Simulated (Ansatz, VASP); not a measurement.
# One calculation of Pd, two programs

```xyz
1
Lattice="0.0000 1.8963 1.8963 1.8963 0.0000 1.8963 1.8963 1.8963 0.0000" Properties=species:S:1:pos:R:3 pbc="T T T"
Pd    0.0000    0.0000    0.0000
```

Change from the starting cell: strain -0.025 along x and y, -0.025 along z, atoms carried along.

Alike in both runs: task single point; functional PBE; k mesh 20 × 20 × 20; occupations gaussian, width 0.15 eV; no spin polarisation.

|  | VASP | Ansatz |
| --- | --- | --- |
| version | VASP 6.6.1 | Ansatz 0.2.0 |
| potentials or method | VASP PAW PBE potentials, release 64 (Pd) | scalar-relativistic, plane waves, PAW |
| plane-wave cutoff (eV) | 520 | 420 |
| valence electrons in the cell | 10 | 18 |

Ansatz gave:

| Quantity | Value |
| --- | --- |
| gap on the k mesh at the Fermi level (eV) | none |
| pressure (GPa) | 27.0 |

Problem. Estimate VASP's values.

Solution. gap on the k mesh at the Fermi level (eV): none; pressure (GPa): 26.5.

A gap of «none» marks a metal or a gap that the smearing closes. With one functional, cell and mesh, what is left measures potentials, basis and numerics. The two sets of potentials don't hold the same shells in valence.

Caveats: so large a pressure means that the cell lies far from this level's equilibrium, or that cutoff or potentials fall short (VASP).
